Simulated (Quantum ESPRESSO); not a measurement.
CoO:

```xyz
2
Lattice="0.0000 2.1315 2.1315 2.1315 0.0000 2.1315 2.1315 2.1315 0.0000" Properties=species:S:1:pos:R:3 pbc="T T T"
Co    0.0000    0.0000    0.0000
O     2.1315    2.1315    2.1315
```

Base run:

- Program: Quantum ESPRESSO 7.5
- Functional: PBEsol
- Potentials or basis: GBRV 1.5 PBEsol
- Cutoff: 762 eV
- Density cutoff: 6095 eV
- k mesh: 8 × 8 × 8
- Occupations: fermi-dirac, width 0.05 eV
- Spin: collinear spin, ferromagnetic start
- Starting moments: [2.0, 0.0] μB
- Hubbard terms: Co d U = 8 eV

Its results: band gap on the k mesh none (metal or under the smearing width); pressure -2.4 GPa; net moment 2.56 μB per cell; site moments Co +2.40; O +0.04 μB.

Q: The run is repeated on the same cell with these changes: hubbard terms from Co d U = 8 eV to Co d U = 2 eV. What comes out?

A: Band gap on the k mesh none (metal or under the smearing width); pressure -8.7 GPa; net moment 3.00 μB per cell; site moments Co +2.59; O +0.31 μB.

Caveats: a cell with one magnetic atom can't hold antiferromagnetic order, which such compounds often take.
